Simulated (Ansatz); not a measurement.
The system is Ta2N.

```
CELL_PARAMETERS angstrom
3.11286 0.00000 0.00000
-1.55643 2.69582 0.00000
0.00000 0.00000 4.86984
ATOMIC_POSITIONS crystal
Ta 0.33333 0.66667 0.25471
Ta 0.66667 0.33333 0.74529
N 0.00000 0.00000 0.00000
```

The cell comes from a database or a generator and needn't be the stable form of this composition.

- Program: Ansatz 0.2.0
- Task: relaxation of cell and atoms
- Functional: PBEsol
- Potentials or basis: Ansatz PAW
- Cutoff: 420 eV (not typed: the program's choice for these potentials)
- k mesh: 10 × 10 × 6
- Occupations: fermi-dirac, width 0.05 eV
- Spin: no spin polarisation
- Hubbard terms: Ta d U = 2 eV

At the start: volume 13.62 Å³/atom.

Where does the relaxation end?

It ends after 9 steps and the volume is 13.24 Å³/atom (-2.8 %); space group P-3m1 (No. 164, to 0.05 Å).

Step by step:
| step | energy change (eV) | largest force (eV/Å) | volume (Å³) |
| --- | --- | --- | --- |
| 1 | 0.0000 | 0.2048 | 40.87 |
| 2 | -0.0314 | 0.1107 | 39.93 |
| 3 | -0.0331 | 0.0312 | 39.72 |
| 4 | -0.0332 | 0.0062 | 39.72 |
| 5 | -0.0331 | 0.0031 | 39.73 |
| 6 | -0.0331 | 0.0001 | 39.73 |
| 7 | -0.0314 | 0.0000 | 39.73 |
| 8 | -0.0314 | 0.0002 | 39.72 |
| 9 | -0.0314 | 0.0000 | 39.72 |

Final structure:
```
Ta N
1.0
     3.06968    0.00000    0.00000
    -1.53484    2.65842    0.00000
     0.00000    0.00000    4.86694
Ta N
2 1
Direct
  0.33333 0.66667 0.25509
  0.66667 0.33333 0.74491
  0.00000 0.00000 0.00000
```

Caveat: the plane-wave basis is chosen anew once the cell has moved, so the energies of steps on either side of that aren't comparable; U without spin polarisation on a metal has little footing; the PAW data sets come from PBE, with cores solved anew for the run's functional, which leaves a small shift of forces and pressure.
